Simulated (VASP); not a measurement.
# YN (Fm-3m) in VASP: band structure with PBE

Aim: the band structure of YN with PBE.

All numbers are computed with VASP 6.6.1; they aren't measurements. Logs are shortened: lines on timing, memory, paths and dates and some standing lists are left out, and cuts for length are marked.

## (1) Starting point

Symmetry: Fm-3m, No. 225, cubic system. The conventional cell has a = 4.903 Å, b = 4.903 Å, c = 4.903 Å, α = 90.00°, β = 90.00°, γ = 90.00°. Y (site symmetry m-3m) is surrounded by 6 N at 2.45 Å. N (site symmetry m-3m) has 6 Y at 2.45 Å as nearest neighbours.

The cell was built by a generator and needn't be a form met in nature.

## (2) Band structure, PBE

The input, POSCAR:

```
YN                                      
1.0
   -0.0000000000      2.4517191484      2.4517191484
    2.4517191484     -0.0000000000      2.4517191484
    2.4517191484      2.4517191484     -0.0000000000
  Y               N             
     1     1
Direct
     0.0000000000000000    0.0000000000000000    0.0000000000000000
     0.5000000000000000    0.5000000000000000    0.5000000000000000
```

The input, INCAR.step1:

```
SYSTEM = YN
PREC     = Accurate       ! precision mode
ENCUT    = 700            ! plane-wave cutoff, eV
EDIFF    = 1E-7           ! SCF threshold, eV
ISMEAR   = 0              ! smearing method
SIGMA    = 0.02           ! smearing width, eV
LREAL    = .FALSE.        ! projectors in reciprocal space
LASPH    = .TRUE.         ! aspherical terms in the spheres
NELM     = 100            ! most SCF steps
ALGO     = Normal         ! electronic algorithm
ISIF     = 2              ! what is computed and relaxed
LWAVE    = .FALSE.        ! write WAVECAR
LCHARG   = .TRUE.         ! write CHGCAR
LMAXMIX  = 4              ! l up to which the mixer works
GGA      = PE             ! functional
```

The input, KPOINTS.step1:

```
regular mesh
0
G
  10 10 10
  0 0 0
```

The input, INCAR.step2:

```
SYSTEM = YN
PREC     = Accurate       ! precision mode
ENCUT    = 700            ! plane-wave cutoff, eV
EDIFF    = 1E-7           ! SCF threshold, eV
ISMEAR   = 0              ! smearing method
SIGMA    = 0.05           ! smearing width, eV
LREAL    = .FALSE.        ! projectors in reciprocal space
LASPH    = .TRUE.         ! aspherical terms in the spheres
NELM     = 100            ! most SCF steps
ALGO     = Normal         ! electronic algorithm
ISIF     = 2              ! what is computed and relaxed
LWAVE    = .FALSE.        ! write WAVECAR
LCHARG   = .FALSE.        ! write CHGCAR
LMAXMIX  = 4              ! l up to which the mixer works
GGA      = PE             ! functional
ICHARG   = 11             ! starting density
```

The input, KPOINTS.step2:

```
path GXWKGLUWLK,UX
10
line-mode
reciprocal
 0.0000000000  0.0000000000  0.0000000000  G
 0.5000000000  0.0000000000  0.5000000000  X

 0.5000000000  0.0000000000  0.5000000000  X
 0.5000000000  0.2500000000  0.7500000000  W

 0.5000000000  0.2500000000  0.7500000000  W
 0.3750000000  0.3750000000  0.7500000000  K

 0.3750000000  0.3750000000  0.7500000000  K
 0.0000000000  0.0000000000  0.0000000000  G

 0.0000000000  0.0000000000  0.0000000000  G
 0.5000000000  0.5000000000  0.5000000000  L

 0.5000000000  0.5000000000  0.5000000000  L
 0.6250000000  0.2500000000  0.6250000000  U

 0.6250000000  0.2500000000  0.6250000000  U
 0.5000000000  0.2500000000  0.7500000000  W

 0.5000000000  0.2500000000  0.7500000000  W
 0.5000000000  0.5000000000  0.5000000000  L

 0.5000000000  0.5000000000  0.5000000000  L
 0.3750000000  0.3750000000  0.7500000000  K

 0.6250000000  0.2500000000  0.6250000000  U
 0.5000000000  0.0000000000  0.5000000000  X
```

Potentials or basis: VASP PAW PBE potentials, release 64 (Y_sv, N).

Command:

```
cat potpaw_PBE.64/Y_sv/POTCAR potpaw_PBE.64/N/POTCAR > POTCAR
cp INCAR.step1 INCAR
cp KPOINTS.step1 KPOINTS
mpirun -np 1 vasp_std > vasp.out
cp INCAR.step2 INCAR
cp KPOINTS.step2 KPOINTS
mpirun -np 1 vasp_std > vasp.out
```

OUTCAR:

```text
SYSTEM = YN
   PREC = Accurate
   ENCUT = 700
   EDIFF = 1E-7
   ISMEAR = 0
   LREAL = .FALSE.
   LASPH = .TRUE.
   NELM = 100
   ISIF = 2
   GGA = PE
   ICHARG = 11

 ion  position               nearest neighbor table
   1  0.000  0.000  0.000-   2 2.45   2 2.45   2 2.45   2 2.45   2 2.45   2 2.45
   2  0.500  0.500  0.500-   1 2.45   1 2.45   1 2.45   1 2.45   1 2.45   1 2.45

  LATTYP: Found a face centered cubic cell.
 ALAT       =     4.9034382968

  Lattice vectors:

 A1 = (   0.0000000000,   2.4517191484,   2.4517191484)
 A2 = (   2.4517191484,   0.0000000000,   2.4517191484)
 A3 = (   2.4517191484,   2.4517191484,   0.0000000000)

Analysis of symmetry for initial positions (statically):
=====================================================================
 Subroutine PRICEL returns:
 Original cell was already a primitive cell.

 Routine SETGRP: Setting up the symmetry group for a
 face centered cubic supercell.

 Subroutine GETGRP returns: Found 48 space group operations
 (whereof 48 operations were pure point group operations)
 out of a pool of 48 trial point group operations.

The static configuration has the point symmetry O_h .

Analysis of symmetry for dynamics (positions and initial velocities):
=====================================================================
 Subroutine PRICEL returns:
 Original cell was already a primitive cell.

 Routine SETGRP: Setting up the symmetry group for a
 face centered cubic supercell.

 Subroutine GETGRP returns: Found 48 space group operations
 (whereof 48 operations were pure point group operations)
 out of a pool of 48 trial point group operations.

The dynamic configuration has the point symmetry O_h .

 Subroutine INISYM returns: Found 48 space group operations
 (whereof 48 operations are pure point group operations),
 and found     1 'primitive' translations

----------------------------------------------------------------------------------------

                                     Primitive cell

  volume of cell :      29.4742

  direct lattice vectors                    reciprocal lattice vectors
     0.000000000  2.451719148  2.451719148    -0.203938530  0.203938530  0.203938530
     2.451719148  0.000000000  2.451719148     0.203938530 -0.203938530  0.203938530
     2.451719148  2.451719148  0.000000000     0.203938530  0.203938530 -0.203938530

  length of vectors
     3.467254471  3.467254471  3.467254471     0.353231896  0.353231896  0.353231896

  position of ions in fractional coordinates (direct lattice)
     0.000000000  0.000000000  0.000000000
     0.500000000  0.500000000  0.500000000

  ion indices of the primitive-cell ions
   primitive index   ion index
                 1           1
                 2           2

----------------------------------------------------------------------------------------

 KPOINTS: path GXWKGLUWLK,UX

Interpolating k-points between supplied coordinates.

 Line segments in fractional coordinates (reciprocal lattice):
    0.000000  0.000000  0.000000  ...  0.500000  0.000000  0.500000
    0.500000  0.000000  0.500000  ...  0.500000  0.250000  0.750000
    0.500000  0.250000  0.750000  ...  0.375000  0.375000  0.750000
    0.375000  0.375000  0.750000  ...  0.000000  0.000000  0.000000
    0.000000  0.000000  0.000000  ...  0.500000  0.500000  0.500000
    0.500000  0.500000  0.500000  ...  0.625000  0.250000  0.625000
    0.625000  0.250000  0.625000  ...  0.500000  0.250000  0.750000
    0.500000  0.250000  0.750000  ...  0.500000  0.500000  0.500000
    0.500000  0.500000  0.500000  ...  0.375000  0.375000  0.750000
    0.625000  0.250000  0.625000  ...  0.500000  0.000000  0.500000

 Generated    10 points on each line segment, for a total of    100 k-points:

 Following reciprocal coordinates:
            Coordinates               Weight
  0.000000  0.000000  0.000000      0.010000
  0.055556  0.000000  0.055556      0.010000
  0.111111  0.000000  0.111111      0.010000
  0.166667  0.000000  0.166667      0.010000
  0.222222  0.000000  0.222222      0.010000
  0.277778  0.000000  0.277778      0.010000
[... 16 lines left out ...]
  0.472222  0.277778  0.750000      0.010000
  0.458333  0.291667  0.750000      0.010000
 [... further k-points ...]
   k-points           NKPTS =    100   k-points in BZ     NKDIM =    100   number of bands    NBANDS=     12
   number of dos      NEDOS =    301   number of ions     NIONS =      2
   total plane-waves  NPLWV =  27000
   dimension x,y,z NGX =    30 NGY =   30 NGZ =   30
   dimension x,y,z NGXF=    60 NGYF=   60 NGZF=   60
   ions per type =               1   1
   NGX,Y,Z   is equivalent  to a cutoff of  14.38, 14.38, 14.38 a.u.
   NGXF,Y,Z  is equivalent  to a cutoff of  28.77, 28.77, 28.77 a.u.
 SYSTEM =  YN
   PREC   = accura    normal or accurate (medium, high low for compatibility)
   ISTART =      0    job   : 0-new  1-cont  2-samecut
   ICHARG =     11    charge: 1-file 2-atom 10-const
   ISPIN  =      1    spin polarized calculation?
   LNONCOLLINEAR =      F non collinear calculations
   LSORBIT =      F    spin-orbit coupling
   LASPH  =      T    aspherical Exc in radial PAW
   ENCUT  =  700.0 eV  51.45 Ry    7.17 a.u.   7.48  7.48  7.48*2*pi/ulx,y,z
   NELM   =    100;   NELMIN=  2; NELMDL=  0     # of ELM steps
   EDIFF  = 0.1E-06   stopping-criterion for ELM
   LREAL  =      F    real-space projection
   EDIFFG = 0.1E-05   stopping-criterion for IOM
   NSW    =      0    number of steps for IOM
   IBRION =     -1    ionic relax: 0-MD 1-quasi-New 2-CG
   NFREE  =      0    steps in history (QN), initial steepest desc. (CG)
   ISIF   =      2    stress and relaxation
   ISYM   =      2    0-nonsym 1-usesym 2-fastsym
   POTIM  = 0.5000    time-step for ionic-motion
   TEBEG  =    0.0;   TEEND  =   0.0 temperature during run
   PSTRESS=    0.0 pullay stress
   NELECT =      16.0000    total number of electrons
   NUPDOWN=      -1.0000    fix difference up-down
   EMIN   =  10.00;   EMAX   =-10.00  energy-range for DOS
   EFERMI =   0.00;   METHOD = LEGACY
   ISMEAR =     0;   SIGMA  =   0.05  broadening in eV -4-tet -1-fermi 0-gaus
   EFERMI_NEDOS =   21; number of points for ismear=-14 and -15
   IALGO  =     38    algorithm
   IMIX   =      4    mixing-type and parameters
     AMIX     =   0.40;   BMIX     =  1.00
     AMIX_MAG =   1.60;   BMIX_MAG =  1.00
  volume/ion in A,a.u.               =      14.74        99.45
  Fermi-wavevector in a.u.,A,eV,Ry     =   1.335470  2.523672 24.265717  1.783480
  Thomas-Fermi vector in A             =   2.464172
   LORBIT       =      0    0 simple, 1 ext, 2 COOP (PROOUT), +10 PAW based schemes
   GGA     = PE    functional components
   LHFCALC =     F    Hartree Fock is set to
   AEXX    =    0.0000 exact exchange contribution
   IVDW    =     0    specifies the selected vdW correction
   LEPSILON=     F    determine dielectric tensor
   LRPA    =     F    only Hartree local field effects (RPA)
 non-spin polarized calculation
 Gauss-broadening in eV      SIGMA  =   0.05
  energy-cutoff  :      700.00
  volume of cell :       29.47
 maximum number of plane-waves:      1259

 number of electron      16.0000001 magnetization

 Free energy of the ion-electron system (eV)
  ---------------------------------------------------
  ext. energy  EPLUGINS =         0.00000000
  ---------------------------------------------------
  free energy    TOTEN  =       -17.33076400 eV

  energy without entropy =      -17.33071978  energy(sigma->0) =      -17.33074189

 E-fermi :   4.2080     XC(G=0): -11.2038

 val. band max:        4.0996797330   @ k =   0.0000   0.0000   0.0000
 cond. band min:       4.3041553077   @ k =   0.5000   0.0000   0.5000
 fundamental gap:      0.2044755748
 Fermi energy:         4.2080162509

 k-point     1 :       0.0000    0.0000    0.0000
  band No.  band energies     occupation
      1     -36.7692      2.00000
      2     -16.4198      2.00000
      3     -16.4198      2.00000
      4     -16.4198      2.00000
      5      -8.7912      2.00000
      6       4.0997      1.99782
      7       4.0997      1.99782
      8       4.0997      1.99782
      9       7.2273      0.00000
     10       7.2273      0.00000
     11       7.2273      0.00000
     12       8.1730      0.00000

 k-point     2 :       0.0556    0.0000    0.0556
  band No.  band energies     occupation
      1     -36.7647      2.00000
      2     -16.4577      2.00000
      3     -16.4294      2.00000
      4     -16.4294      2.00000
      5      -8.7207      2.00000
      6       3.6904      2.00000
      7       4.0301      2.00000
      8       4.0301      2.00000
      9       7.0807      0.00000
     10       7.4256      0.00000
     11       7.4256      0.00000
     12       8.3644      0.00000

 k-point     3 :       0.1111    0.0000    0.1111
  band No.  band energies     occupation
      1     -36.7516      2.00000
      2     -16.5606      2.00000
      3     -16.4572      2.00000
      4     -16.4572      2.00000
      5      -8.5353      2.00000
      6       2.8660      2.00000
      7       3.8756      2.00000
      8       3.8756      2.00000
      9       6.7001      0.00000
     10       7.9552      0.00000
     11       7.9552      0.00000
     12       8.6432      0.00000
[... 286 lines left out ...]
 k-point    23 :       0.4722    0.2778    0.7500
  band No.  band energies     occupation
      1     -36.6184      2.00000
      2     -17.0337      2.00000
      3     -16.9713      2.00000
      4     -16.7918      2.00000
      5      -7.8767      2.00000
      6       1.9664      2.00000
      7       2.5277      2.00000
      8       2.5934      2.00000
      9       7.5593      0.00000
     10       8.6414      0.00000
     11      11.3491      0.00000
     12      11.9006      0.00000

 k-point    24 :       0.4583    0.2917    0.7500
  band No.  band energies     occupation
      1     -36.6188      2.00000
      2     -17.0510      2.00000
      3     -16.9742      2.00000
      4     -16.7657      2.00000
      5      -7.8808      2.00000
      6       1.9637      2.00000
      7       2.5192      2.00000
      8       2.6211      2.00000
      9       7.3232      0.00000
     10       8.9272      0.00000
     11      11.3895      0.00000
     12      11.8354      0.00000

 [... further k-points ...]
[... 5 lines left out ...]
  --------------------------------------------------------------------------------------
  -------------------------------------------------------------------------------------
  Total        1.8146370      1.8146370      1.8146370     -0.0000000     -0.0000000      0.0000000
  in kB       98.6411643     98.6411643     98.6411643     -0.0000000     -0.0000000      0.0000000
  external PRESSURE =      98.6411643 kB  Pullay stress =       0.0000000 kB

 VOLUME and BASIS-vectors are now :
 -----------------------------------------------------------------------------
  energy-cutoff  :      700.00
  volume of cell :       29.47
      direct lattice vectors                 reciprocal lattice vectors
     0.000000000  2.451719148  2.451719148    -0.203938530  0.203938530  0.203938530
     2.451719148  0.000000000  2.451719148     0.203938530 -0.203938530  0.203938530
     2.451719148  2.451719148  0.000000000     0.203938530  0.203938530 -0.203938530

 POSITION                                       TOTAL-FORCE (eV/Angst)
 -----------------------------------------------------------------------------------
      0.00000      0.00000      0.00000         0.000000     -0.000000      0.000000
      2.45172      2.45172      2.45172        -0.000000      0.000000     -0.000000
 -----------------------------------------------------------------------------------
    total drift:                               -0.000000      0.000000      0.000000

  FREE ENERGIE OF THE ION-ELECTRON SYSTEM (eV)
  ---------------------------------------------------
  free  energy   TOTEN  =       -17.3307639989 eV

  energy  without entropy=      -17.3307197812  energy(sigma->0) =      -17.33074189
```

It took 29 s on 1 thread of Intel Xeon 6975P-C (Granite Rapids), shared host; peak memory 0.23 GiB.

What came out:

* Band gap on the k mesh: 0.20 eV, indirect (least direct gap 0.60 eV)
* Band gap along the path: 0.20 eV, indirect (least direct gap 0.60 eV)

Levels at the corners of the path, in eV from the valence-band top:
```tsv
point	band 4	band 5	band 6	band 7	band 8	band 9	band 10	band 11	band 12
Γ	-20.52	-12.89	0.00	0.00	0.00	3.13	3.13	3.13	4.07
X	-20.83	-12.45	-1.51	-0.40	-0.40	0.20	6.79	7.13	7.84
X	-20.83	-12.45	-1.51	-0.40	-0.40	0.20	6.79	7.13	7.84
W	-20.92	-11.97	-2.13	-1.55	-1.55	3.98	3.98	7.22	7.85
W	-20.92	-11.97	-2.13	-1.55	-1.55	3.98	3.98	7.22	7.85
K	-20.75	-12.00	-2.18	-1.60	-1.30	2.45	6.21	6.98	7.63
K	-20.75	-12.00	-2.18	-1.60	-1.30	2.45	6.21	6.98	7.63
Γ	-20.52	-12.89	0.00	0.00	0.00	3.13	3.13	3.13	4.07
Γ	-20.52	-12.89	0.00	0.00	0.00	3.13	3.13	3.13	4.07
L	-20.60	-11.16	-4.05	-2.22	-2.22	5.65	6.32	6.32	6.68
L	-20.60	-11.16	-4.05	-2.22	-2.22	5.65	6.32	6.32	6.68
U	-20.75	-12.00	-2.18	-1.60	-1.30	2.45	6.21	6.98	7.63
U	-20.75	-12.00	-2.18	-1.60	-1.30	2.45	6.21	6.98	7.63
W	-20.92	-11.97	-2.13	-1.55	-1.55	3.98	3.98	7.22	7.85
W	-20.92	-11.97	-2.13	-1.55	-1.55	3.98	3.98	7.22	7.85
L	-20.60	-11.16	-4.05	-2.22	-2.22	5.65	6.32	6.32	6.68
L	-20.60	-11.16	-4.05	-2.22	-2.22	5.65	6.32	6.32	6.68
K	-20.75	-12.00	-2.18	-1.60	-1.30	2.45	6.21	6.98	7.63
U	-20.75	-12.00	-2.18	-1.60	-1.30	2.45	6.21	6.98	7.63
X	-20.83	-12.45	-1.51	-0.40	-0.40	0.20	6.79	7.13	7.84
```

Caveat: the log is that of the step along the path at fixed density, whose energy, stress, charges and moments have no meaning. Expect the measured gap to be larger: semilocal functionals such as PBE lack the derivative discontinuity.
